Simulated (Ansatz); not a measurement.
# SiO2 (Fddd) in Ansatz: notebook

One crystal, SiO2, is run at these levels: PBEsol, r2SCAN; tasks: band structure.

Everything below comes from runs of Ansatz 0.2.0. Logs are shortened: lines on timing, memory, paths and dates and some standing lists are left out, and cuts for length are marked.

### Step 1. The crystal as given

Symmetry: Fddd, No. 70, orthorhombic system. Conventional cell: a = 4.719 Å, b = 9.433 Å, c = 14.726 Å, α = 90.00°, β = 90.00°, γ = 90.00°. Around Si (site symmetry 2) lie 4 O at 1.60 to 1.62 Å. Around O (site symmetry 2) lie 2 Si at 1.62 Å. O (site symmetry -1) has 2 Si at 1.60 Å as nearest neighbours.

The cell comes from a database or a generator and needn't be the stable form of this composition.

### Step 2. Band structure, PBEsol

input.yaml reads:

```yaml
crystal:
  lattice:
    - [0.0, 4.71625711, 7.3627753715]
    - [2.3595806657, 0.0, 7.3627753715]
    - [2.3595806657, 4.71625711, 0.0]
  atoms:
    - { symbol: Si, position: [0.93676892, 0.93676892, 0.56323108] }
    - { symbol: Si, position: [0.68676892, 0.68676892, 0.31323108] }
    - { symbol: Si, position: [0.31323108, 0.31323108, 0.68676892] }
    - { symbol: Si, position: [0.56323108, 0.56323108, 0.93676892] }
    - { symbol: O, position: [0.0634396, 0.4365604, 0.0634396] }
    - { symbol: O, position: [0.4365604, 0.0634396, 0.4365604] }
    - { symbol: O, position: [0.8134396, 0.1865604, 0.8134396] }
    - { symbol: O, position: [0.1865604, 0.8134396, 0.1865604] }
    - { symbol: O, position: [0.125, 0.625, 0.625] }
    - { symbol: O, position: [0.625, 0.625, 0.625] }
    - { symbol: O, position: [0.625, 0.625, 0.125] }
    - { symbol: O, position: [0.625, 0.125, 0.625] }
hamiltonian:
  xc: pbesol
  pseudopotentials: { kind: paw }
kpoints:
  mp_grid: { grid: [7, 7, 7] }
  band_path:
    path:
      - [[0.0, 0.0, 0.0], [0.5, 0.0, 0.5], [1.0, 0.5, 0.5], [0.5, 0.5, 0.0], [0.0, 0.0, 0.0], [0.0, 0.3382529499, 0.3382529499], [0.5, 0.2130989552, 0.7130989552], [0.5, 0.0, 0.5]]
      - [[1.0, 0.5, 0.5], [1.0, 0.6617470501, 0.6617470501]]
      - [[0.0, 0.3382529499, 0.3382529499], [0.5, 0.7869010448, 0.2869010448], [0.5, 0.5, 0.0]]
      - [[0.5, 0.5, 0.5], [0.0, 0.0, 0.0]]
    npoints: 10
scf:
  occupations: { method: fermi_dirac, width: 0.05 }
  n_extra_bands: 30
output:
  forces: true
  stress: true
  eigenvalues: true
  fatbands: true
  write_density: true
  write_potential: true
  elf: true
  volumetric_format: npy
```

Potentials or basis: Ansatz PAW.

The run is started by

```console
> ansatz run input.yaml --threads 4 --pin off --max-ram 11264MiB --backend cpu --events-out ev --progress --plain --runs-dir out
```

The program printed:

```text
Warning: RAYON_NUM_THREADS=4 ignored (pool sized by the plan → 4); use --threads N
scf.n_extra_bands = 30 over 32 filled bands (N_el = 64.0): the run solves 62 bands
Engine: ansatz 0.2.0, aarch64-unknown-linux-gnu
Pseudopotentials: kind: paw
Pseudopotential: Si, paw, valence charge 4, recommended cutoff 420 eV (normal), Si.paw.azcp
Pseudopotential: O, paw, valence charge 6, recommended cutoff 420 eV (normal), O.paw.azcp
Functional definition: PBEsol
  exchange = pbesol_x
  correlation = pbesol_c
Crystal: 12 atoms, lattice volume = 163.872 Å³
Basis set: ecut = 420 eV, 3169 PW (Γ), exchange–correlation on 120×108×72 points (8 copies of the dense FFT grid, shifted against one another)
Bands: 62, of which v1, the nominal top of the filled ones, is band 32 counted from 1 (31 counted from 0)
Symmetry: 8 space group operations
Space group: Fddd (ITA 70), of the structure as read, at distance tolerance 5.5e-5 Å
k-points: 64 of 343
Non-local potential: Si, projectors of the file, l = 0: 2, l = 1: 2, l = 2: 2
Non-local potential: O, projectors of the file, l = 0: 2, l = 1: 2, l = 2: 1
PAW form: soft (Blöchl's): semilocal exchange-correlation on the pseudo side does not see the compensation charge
PAW frozen core: Si, regenerated for the run's functional, and the local potential with it (the file was generated under x = pbe(κ = 0.804, μ = 0.2195149727645171), c = pbe(β = 0.06672455060314922))
PAW frozen core: O, regenerated for the run's functional, and the local potential with it (the file was generated under x = pbe(κ = 0.804, μ = 0.2195149727645171), c = pbe(β = 0.06672455060314922))
PAW one-centre angular grid: Si, 110 points (default); XC on 64 Gauss nodes
PAW one-centre angular grid: O, 110 points (default); XC on 64 Gauss nodes
Initial density: superposition of atomic densities (neutral atoms: chi_scale 0, normalization atom), corrected by the library's trained network
Initial wavefunctions: pseudopotential atomic-orbital guess
Functional: x = pbesol(κ = 0.804, μ = 0.12345679012345678), c = pbesol(β = 0.046)
SCF iter   1: F=—  HF=-6986.353961 eV  |F-HF|=—  |Δ(HF+E_count)|=         —  Δρ=1.18e-2  dr2=1.75e-1  ethr=1.77e-3  ⟨swp⟩=6.0  Hψ=19979  notcnv=0  defer=935
preconditioner: auto → Resta (q_TF=auto, 2.333 Å⁻¹)  ε∞=2.4  [insulator: Δε(μ)=5.571 eV  Ē_g=19.609 eV  σ=0.050 eV  W_gap=1.00  n_scr=30 (ndim 8)  ℏωp=23.2 eV  f_vac=0.190  D(μ)=0.00/eV (n_scr^D=0)  ε∞_Penn≈2.4]
SCF iter   2: F=—  HF=-6986.305563 eV  |F-HF|=—  |Δ(HF+E_count)|=   4.84e-2  Δρ=1.91e-3  dr2=2.03e-3  ethr=2.74e-4  ⟨swp⟩=2.9  Hψ=6942  notcnv=0  defer=1474
SCF iter   3: F=—  HF=-6986.305689 eV  |F-HF|=—  |Δ(HF+E_count)|=   1.26e-4  Δρ=6.97e-4  dr2=4.54e-4  ethr=3.18e-6  ⟨swp⟩=2.0  Hψ=4042  notcnv=0  defer=1474
SCF iter   4: F=—  HF=-6986.306047 eV  |F-HF|=—  |Δ(HF+E_count)|=   3.58e-4  Δρ=9.02e-5  dr2=1.18e-5  ethr=7.10e-7  ⟨swp⟩=2.9  Hψ=4744  notcnv=0  defer=1474
SCF iter   5: F=—  HF=-6986.306002 eV  |F-HF|=—  |Δ(HF+E_count)|=   4.46e-5  Δρ=3.90e-5  dr2=1.93e-6  ethr=1.84e-8  ⟨swp⟩=2.0  Hψ=3884  notcnv=0  defer=1474
SCF iter   6: F=—  HF=-6986.306003 eV  |F-HF|=—  |Δ(HF+E_count)|=   4.37e-7  Δρ=1.28e-5  dr2=1.95e-7  ethr=3.01e-9  ⟨swp⟩=2.0  Hψ=4107  notcnv=0  defer=1474
SCF iter   7: F=-6986.306003 eV  HF=-6986.306003 eV  |F-HF|=2.67e-8  |Δ(HF+E_count)|=   1.02e-7  Δρ=3.21e-6  dr2=1.16e-8  ethr=1.56e-10  ⟨swp⟩=18.9  Hψ=34193  notcnv=0
SCF 1 converged in 7 iterations: F = -6986.306003 eV  dr2 = 1.16e-8
NSCF: frozen V_eff on 114 k-points
SCF converged after 7 iterations
Free energy (F): -6986.306003 eV
Harris-Foulkes:  -6986.306003 eV  (|F-HF|=2.67e-8)
Internal energy: -6986.306003 eV  (E = F + TS)
E sigma→0 (E₀):  -6986.306003 eV
Fermi energy:    4.648552 eV
--- Per-component energies (eV) ---
  E_band       = -330.321837
  E_kinetic    = 1607.328373
  E_local      = -4260.785782  (includes V_loc(G=0)·N_el)
  E_nonlocal   = 485.022799
  E_hartree    = 1543.506128
  E_xc         = -806.478765
  E_vxc        = -941.638618  (∫ρ·V_xc dr)
  E_paw        = -3224.670317  (= ΣΔE_a)
  E_vpaw       = -307.282930  (= ΣTr[D̂ρ^β])
  E_aug_tail   = 0.020891  (compensation charges beyond the density's cutoff)
  E_ewald      = -2330.657877
  E_core_change = 0.408546  (= ΣΔE_core)
  E_smearing   = -0.000000  (= −TS)
  E_closure    = -0.000000  (closes the sum)
  Σ components = -6986.306003   (vs F -6986.306003, Δ=0.00e0)
--- Forces (eV/Å), atoms counted from 1 ---
  atom   1  Si     0.00000000     0.00000000     0.09040802
  atom   2  Si    -0.00000000     0.00000000     0.09040802
  atom   3  Si    -0.00000000    -0.00000000    -0.09040802
  atom   4  Si     0.00000000    -0.00000000    -0.09040802
  atom   5  O     -0.00000000     0.22282105    -0.00000000
  atom   6  O      0.00000000    -0.22282105     0.00000000
  atom   7  O      0.00000000     0.22282105     0.00000000
  atom   8  O      0.00000000    -0.22282105     0.00000000
  atom   9  O      0.00000000     0.00000000     0.00000000
  atom  10  O      0.00000000     0.00000000    -0.00000000
  atom  11  O      0.00000000     0.00000000    -0.00000000
  atom  12  O      0.00000000     0.00000000    -0.00000000
  max |Σ_I F_I| component: 2.78e-17 eV/Å
--- Stress (GPa, compression-positive) ---
        2.198659       0.000000      -0.000000
        0.000000       2.747236       0.000000
       -0.000000       0.000000       2.398191
  P = ⅓ Tr σ = 2.4480 GPa (24.480 kbar)
--- Band table (eV; the first three rows and the last of 64) ---
  k-point 0: bands = ["-17.6346", "-16.7040", "-16.6748", "-15.6016", "-15.5575", "-15.4479", "-15.4137", "-15.4033", "-7.9186", "-6.0772", "-5.1612", "-4.2063", "-4.0489", "-3.6621", "-3.4300", "-3.2063", "-1.4562", "-0.9324", "-0.9082", "-0.8995", "-0.7051", "-0.4470", "-0.4011", "-0.0629", "-0.0233", "0.0950", "0.5457", "0.9606", "1.0878", "1.2885", "1.6885", "1.7302", "7.4230", "9.9174", "9.9864", "10.3489", "10.4658", "11.5022", "11.8622", "12.0574", "12.7598", "13.3786", "13.5286", "14.0237", "14.1940", "14.2564", "14.8204", "14.9675", "15.2109", "15.5058", "16.0305", "16.2813", "16.5977", "16.7296", "16.7477", "16.9439", "17.1536", "17.6639", "19.0311", "19.0546", "19.2296", "19.3130"]
  k-point 1: bands = ["-17.5665", "-16.7937", "-16.5633", "-15.6565", "-15.5732", "-15.4701", "-15.4399", "-15.4304", "-7.7342", "-6.1734", "-5.2255", "-4.1294", "-3.9415", "-3.6574", "-3.5062", "-3.2350", "-1.4774", "-1.2230", "-0.8801", "-0.8651", "-0.5131", "-0.3776", "-0.2947", "-0.1530", "-0.0575", "0.0331", "0.6433", "0.9381", "1.0341", "1.3007", "1.5982", "1.6665", "7.7625", "10.1029", "10.2251", "10.3782", "10.6791", "11.4574", "11.8329", "12.1949", "12.3739", "13.1270", "13.1426", "13.6574", "14.1815", "14.7268", "14.9232", "14.9974", "15.0878", "15.2582", "15.8862", "16.1055", "16.5338", "16.6662", "16.7974", "16.9162", "17.1088", "18.2130", "18.8289", "19.0973", "19.1931", "19.2712"]
  k-point 2: bands = ["-17.3806", "-16.8442", "-16.4792", "-15.8912", "-15.5849", "-15.5052", "-15.4756", "-15.4520", "-7.3068", "-6.3013", "-5.3537", "-4.1747", "-3.8620", "-3.5944", "-3.4873", "-3.2618", "-1.5168", "-1.4351", "-0.8649", "-0.7975", "-0.7125", "-0.4392", "-0.2464", "-0.0802", "-0.0212", "0.2743", "0.6863", "0.8638", "0.9776", "1.3138", "1.4624", "1.5201", "8.6050", "10.4712", "10.5730", "10.8630", "11.0433", "11.3059", "11.7433", "11.9268", "12.3514", "12.4202", "12.9290", "13.5181", "13.9053", "14.3973", "14.4597", "14.9643", "14.9841", "15.0730", "15.5508", "15.6918", "16.3177", "16.7145", "16.9266", "17.3611", "17.5164", "18.3359", "18.7001", "18.7715", "19.1100", "19.4389"]
  k-point 63: bands = ["-17.3431", "-17.3103", "-15.9679", "-15.8824", "-15.5833", "-15.5663", "-15.4251", "-15.4236", "-7.2265", "-7.0790", "-4.4583", "-4.1837", "-4.0447", "-3.7903", "-3.4363", "-3.4351", "-1.2530", "-1.2026", "-0.9096", "-0.8639", "-0.6509", "-0.5929", "-0.1764", "-0.1547", "-0.0045", "0.0966", "0.7962", "0.9162", "1.1202", "1.2268", "1.4468", "1.5509", "8.7745", "8.8018", "10.5182", "10.5886", "10.9993", "11.0383", "11.5539", "11.7824", "12.7539", "12.8276", "13.3883", "13.6277", "14.3522", "14.3740", "15.2757", "15.3609", "15.6358", "15.6872", "15.8410", "16.0824", "16.1744", "16.2640", "17.0305", "17.0483", "17.1553", "17.3327", "18.4513", "18.4972", "19.5105", "19.7983"]
```

Run time: 30 s. Hardware: 4 threads of Arm Neoverse V2, shared host; peak memory 1.1 GiB.

What came out:

- Free energy: -6986.3060 eV
- Pressure: 2.4 GPa
- Largest force: 0.223 eV/Å
- Band gap on the k mesh: 5.69 eV, direct
- Band gap along the path: 5.69 eV, direct

Forces in eV/Å, atoms in the order of the input:
```
Si   0.000  0.000  0.090
Si   0.000  0.000  0.090
Si   0.000  0.000 -0.090
Si   0.000  0.000 -0.090
O    0.000  0.223  0.000
O    0.000 -0.223  0.000
O    0.000  0.223  0.000
O    0.000 -0.223  0.000
O    0.000  0.000  0.000
O    0.000  0.000  0.000
O    0.000  0.000  0.000
O    0.000  0.000  0.000
```

Stress tensor (GPa, compression positive):
```
2.20 0.00 0.00
0.00 2.75 0.00
0.00 0.00 2.40
```

Levels at the corners of the path, in eV from the valence-band top:
```csv
point,band 30,band 31,band 32,band 33,band 34,band 35
Γ,-0.44,-0.04,0.00,5.69,8.19,8.26
Y,-0.88,-0.26,-0.26,7.84,7.84,9.46
T,-0.90,-0.12,-0.12,8.13,8.13,9.02
Z,-0.63,-0.17,-0.17,6.85,6.85,8.70
Γ,-0.44,-0.04,0.00,5.69,8.19,8.26
X,-0.75,-0.41,-0.14,8.58,8.77,9.04
A1,-0.71,-0.29,-0.29,8.61,8.61,9.20
Y,-0.88,-0.26,-0.26,7.84,7.84,9.46
T,-0.90,-0.12,-0.12,8.13,8.13,9.02
X1,-0.75,-0.41,-0.14,8.58,8.77,9.04
X,-0.75,-0.41,-0.14,8.58,8.77,9.04
A,-0.71,-0.29,-0.29,8.61,8.61,9.20
Z,-0.63,-0.17,-0.17,6.85,6.85,8.70
L,-0.58,-0.33,-0.27,8.11,8.72,8.83
Γ,-0.44,-0.04,0.00,5.69,8.19,8.26
```

Caveat: the pressure holds a Pulay correction of +0.6 GPa for the finite cutoff; the PAW data sets come from PBE, with cores solved anew for the run's functional, which leaves a small shift of forces and pressure. A hybrid or GW would open this gap; PBEsol tends to underestimate it.

### Step 3. Band structure, r2SCAN

Edit input.yaml of step 2 so:

```diff
@@ -19,3 +19,3 @@
 hamiltonian:
-  xc: pbesol
+  xc: r2scan
   pseudopotentials: { kind: paw }
@@ -37,3 +37,3 @@
   eigenvalues: true
-  fatbands: true
+  fatbands: false
   write_density: true
```

Potentials or basis: Ansatz PAW.

The run is started by

```console
> ansatz run input.yaml --threads 4 --pin off --max-ram 11264MiB --backend cpu --events-out ev --progress --plain --runs-dir out
```

Wall time 42 s (4 threads of Arm Neoverse V2, shared host); peak memory 1.7 GiB.

The run converged. Its results:

| Quantity | Value |
| --- | --- |
| Free energy | -7120.2099 eV |
| Pressure | 0.1 GPa |
| Largest force | 0.066 eV/Å |
| Band gap on the k mesh | 6.39 eV, direct |
| Band gap along the path | 6.39 eV, direct |

Forces on the atoms (eV/Å):
```
Si   0.000  0.000  0.066
Si   0.000  0.000  0.066
Si   0.000  0.000 -0.066
Si   0.000  0.000 -0.066
O    0.000  0.021  0.000
O    0.000 -0.021  0.000
O    0.000  0.021  0.000
O    0.000 -0.021  0.000
O    0.000  0.000  0.000
O    0.000  0.000  0.000
O    0.000  0.000  0.000
O    0.000  0.000  0.000
```

Stress tensor (GPa, compression positive):
```
-0.11  0.00  0.00
 0.00  0.25  0.00
 0.00  0.00  0.10
```

Levels at the corners of the path, in eV from the valence-band top:
| point | band 29 | band 30 | band 31 | band 32 | band 33 | band 34 | band 35 | band 36 |
| --- | --- | --- | --- | --- | --- | --- | --- | --- |
| Γ | -0.65 | -0.45 | -0.04 | 0.00 | 6.39 | 9.18 | 9.20 | 9.46 |
| Y | -0.88 | -0.88 | -0.26 | -0.26 | 8.66 | 8.66 | 10.38 | 10.38 |
| T | -0.91 | -0.91 | -0.12 | -0.12 | 9.03 | 9.03 | 9.72 | 9.72 |
| Z | -0.62 | -0.62 | -0.16 | -0.16 | 7.56 | 7.56 | 9.63 | 9.63 |
| Γ | -0.65 | -0.45 | -0.04 | 0.00 | 6.39 | 9.18 | 9.20 | 9.46 |
| X | -0.92 | -0.75 | -0.41 | -0.13 | 9.50 | 9.63 | 9.89 | 9.95 |
| A1 | -0.71 | -0.71 | -0.29 | -0.29 | 9.44 | 9.44 | 10.10 | 10.10 |
| Y | -0.88 | -0.88 | -0.26 | -0.26 | 8.66 | 8.66 | 10.38 | 10.38 |
| T | -0.91 | -0.91 | -0.12 | -0.12 | 9.03 | 9.03 | 9.72 | 9.72 |
| X1 | -0.92 | -0.75 | -0.41 | -0.13 | 9.50 | 9.63 | 9.89 | 9.95 |
| X | -0.92 | -0.75 | -0.41 | -0.13 | 9.50 | 9.63 | 9.89 | 9.95 |
| A | -0.71 | -0.71 | -0.29 | -0.29 | 9.44 | 9.44 | 10.10 | 10.10 |
| Z | -0.62 | -0.62 | -0.16 | -0.16 | 7.56 | 7.56 | 9.63 | 9.63 |
| L | -0.62 | -0.58 | -0.33 | -0.27 | 8.92 | 9.50 | 9.90 | 10.35 |
| Γ | -0.65 | -0.45 | -0.04 | 0.00 | 6.39 | 9.18 | 9.20 | 9.46 |

Caveat: the PAW data sets come from PBE, with cores solved anew for the run's functional, which leaves a small shift of forces and pressure.
